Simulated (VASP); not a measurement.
Input of a VASP 6.6.1 run:

File INCAR:

```
SYSTEM = ZnS
PREC     = Accurate       ! precision mode
ENCUT    = 520            ! plane-wave cutoff, eV
EDIFF    = 1E-6           ! SCF threshold, eV
ISMEAR   = -1             ! smearing method
SIGMA    = 0.05           ! smearing width, eV
LREAL    = .FALSE.        ! projectors in reciprocal space
LASPH    = .TRUE.         ! aspherical terms in the spheres
NELM     = 60             ! most SCF steps
ALGO     = Normal         ! electronic algorithm
ISIF     = 2              ! what is computed and relaxed
LWAVE    = .FALSE.        ! write WAVECAR
LCHARG   = .FALSE.        ! write CHGCAR
GGA      = AM             ! functional
```

Contents of KPOINTS:

```
Automatic mesh
0
G
  9 9 9
  0 0 0
```

POSCAR

```
ZnS
1.0
    0.0000000000      2.7020000000      2.7020000000
    2.7020000000      0.0000000000      2.7020000000
    2.7020000000      2.7020000000      0.0000000000
Zn S
1 1
Direct
    0.7500000000      0.7500000000      0.7500000000
    0.0000000000      0.0000000000      0.0000000000
```

Contents of KPOINTS_OPT:

```
path GXWKGLUWLK,UX
10
line-mode
reciprocal
 0.0000000000  0.0000000000  0.0000000000  G
 0.5000000000  0.0000000000  0.5000000000  X

 0.5000000000  0.0000000000  0.5000000000  X
 0.5000000000  0.2500000000  0.7500000000  W

 0.5000000000  0.2500000000  0.7500000000  W
 0.3750000000  0.3750000000  0.7500000000  K

 0.3750000000  0.3750000000  0.7500000000  K
 0.0000000000  0.0000000000  0.0000000000  G

 0.0000000000  0.0000000000  0.0000000000  G
 0.5000000000  0.5000000000  0.5000000000  L

 0.5000000000  0.5000000000  0.5000000000  L
 0.6250000000  0.2500000000  0.6250000000  U

 0.6250000000  0.2500000000  0.6250000000  U
 0.5000000000  0.2500000000  0.7500000000  W

 0.5000000000  0.2500000000  0.7500000000  W
 0.5000000000  0.5000000000  0.5000000000  L

 0.5000000000  0.5000000000  0.5000000000  L
 0.3750000000  0.3750000000  0.7500000000  K

 0.6250000000  0.2500000000  0.6250000000  U
 0.5000000000  0.0000000000  0.5000000000  X
```

Potentials or basis: VASP PAW PBE potentials, release 64 (Zn, S).

Run with:

```sh
$ cat potpaw_PBE.64/Zn/POTCAR potpaw_PBE.64/S/POTCAR > POTCAR
$ mpirun -np 1 vasp_std > vasp.out
```

(1) Estimate the band gap on the k mesh.

(2) Predict the pressure.

Results:

(1) 2.10 eV, direct.

(2) -1.2 GPa.

Caveat: the PAW data sets were made with another functional, which shifts forces and pressure a little.

**The experiment to reproduce.**

From “Electronic, vibrational, and thermodynamic properties of ZnS (zincblende and rocksalt structure)”, 2009, arxiv:0911.5022, for a bulk crystal of ZnS at 19 K: band gap 3.85 eV (direct).

A measured gap of ZnS is 3.85 eV (direct; 19 K; quoted in “Electronic, vibrational, and thermodynamic properties of ZnS (zincblende and rocksalt structure)”, 2009, arxiv:0911.5022); the calculated 2.10 eV misses it by -1.75 eV. The value is that of AM05, without temperature or zero-point motion. Semilocal functionals fall short of measured gaps as a rule.
